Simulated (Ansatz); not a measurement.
**Property card for ZrS2**

Level of theory: Ansatz 0.2.0, DFT PBE, scalar-relativistic, plane waves, PAW.

Plane waves to 420 eV, a k mesh through Γ of 12×12×4 on the computed 3-atom cell and Gaussian smearing (0.02 eV); no spin polarisation.

The structure is relaxed at this level of theory with its symmetry kept.

```xyz
3
Lattice="3.6852 0.0000 0.0000 -1.8426 3.1915 0.0000 0.0000 0.0000 6.7579" Properties=species:S:1:pos:R:3 pbc="T T T"
Zr    0.0000    0.0000    0.0000
S     1.8426    1.0638    5.3096
S     0.0000    2.1277    1.4483
```

```json
{
 "Space group": "P-3m1 (No. 164)",
 "Volume per atom": "178.8 bohr³",
 "Formation energy from the elements' standard states (uncorrected)": "-1.566 eV/atom",
 "Kohn–Sham band gap": "1.14 eV, indirect from Γ to L",
 "Löwdin character of the top 1 eV of the valence band": "S 3p 91 %",
 "Löwdin character of the lowest 1 eV of the conduction band": "Zr 4d 76 %, S 3p 18 %",
 "Electron masses at the edge by Cartesian direction of the standard setting (m_e; degenerate bands sorted by energy; no spin-orbit coupling)": "x: 0.30; y: 1.8; z: 2.6",
 "Hole masses at the edge by Cartesian direction of the standard setting (m_e; degenerate bands sorted by energy; no spin-orbit coupling)": "x: 0.43, 0.19; y: 0.43, 0.19; z: 15, 15",
 "Bader charges (e)": "Zr (1 in the cell) 2.09, S (2 in the cell) -1.04"
}
```

Each cell of ZrS2 holds layers, and where no dispersion correction was added their binding is poorly described.